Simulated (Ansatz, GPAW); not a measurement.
Given: the input of a run of Ansatz 0.2.0 on PbSe (Clausthalite). 

The input input.yaml:

```yaml
crystal:
  lattice:
    - [0.0, 3.06065, 3.06065]
    - [3.06065, 0.0, 3.06065]
    - [3.06065, 3.06065, 0.0]
  atoms:
    - { symbol: Pb, position: [0.0, 0.0, 0.0] }
    - { symbol: Se, position: [0.5, 0.5, 0.5] }
kpoints:
  mp_grid: { grid: [8, 8, 8] }
scf:
  occupations: { method: gaussian, width: 0.013 }
hamiltonian:
  xc: pbe
  pseudopotentials: { kind: all_electron, lapw: { basis_error: 0.001 } }
output:
  forces: true
  stress: true
  eigenvalues: true
```

Potentials or basis: all-electron LAPW, scalar-relativistic.

Launch:

```bash
$ ansatz run input.yaml --threads 1 --pin off --max-ram 3072MiB --backend cpu --events-out ev --progress --plain --runs-dir out
```

What does the same run look like in GPAW 26.7.0 (ASE script)? Potentials or basis there: GPAW PAW data sets (gpaw-data 1.2.1), cutoff 600 eV.

As run (cutoffs and basis follow the program's own potentials, and thresholds, step limits or extra output files can differ):

Contents of run.py:

```python
from ase.dft.bandgap import bandgap
from ase.io import read, write
from ase.units import GPa
from gpaw import GPAW, PW

atoms = read('POSCAR')

calc = GPAW(mode=PW(600),
            xc='PBE',
            kpts={'size': (8, 8, 8), 'gamma': True},
            occupations={'name': 'methfessel-paxton', 'order': 0, 'width': 0.013000000000000001},
            nbands=19,
            convergence={'density': 1e-05, 'energy': 1e-05},
            maxiter=150,
            txt='gpaw.txt')
atoms.calc = calc
energy = atoms.get_potential_energy()
forces = atoms.get_forces()
stress = atoms.get_stress()
calc.write('gs.gpw')
write('result.traj', atoms)
print(f'Energy: {energy:.6f} eV')
print('Forces (eV/A):')
print(forces.round(4))
print('Stress (GPa):', (stress / GPa).round(3))
print('Fermi level:', round(calc.get_fermi_level(), 4), 'eV')
print(f'Gap: {bandgap(calc)[0]:.4f} eV, direct: {bandgap(calc, direct=True)[0]:.4f} eV')
```

File POSCAR:

```
PbSe
1.0
    0.0000000000      3.0606500000      3.0606500000
    3.0606500000      0.0000000000      3.0606500000
    3.0606500000      3.0606500000      0.0000000000
Pb Se
1 1
Direct
    0.0000000000      0.0000000000      0.0000000000
    0.5000000000      0.5000000000      0.5000000000
```

Potentials or basis: GPAW PAW data sets (gpaw-data 1.2.1), pw.

Command:

```sh
$ OMP_NUM_THREADS=1 python run.py
```

Both were run:

|  | Ansatz | GPAW |
| --- | --- | --- |
| Pressure | 2.4 GPa | 2.2 GPa |

Where Ansatz's input types no cutoff or centring, it takes its own default and a Γ-centred mesh.

Pressure is positive in compression.
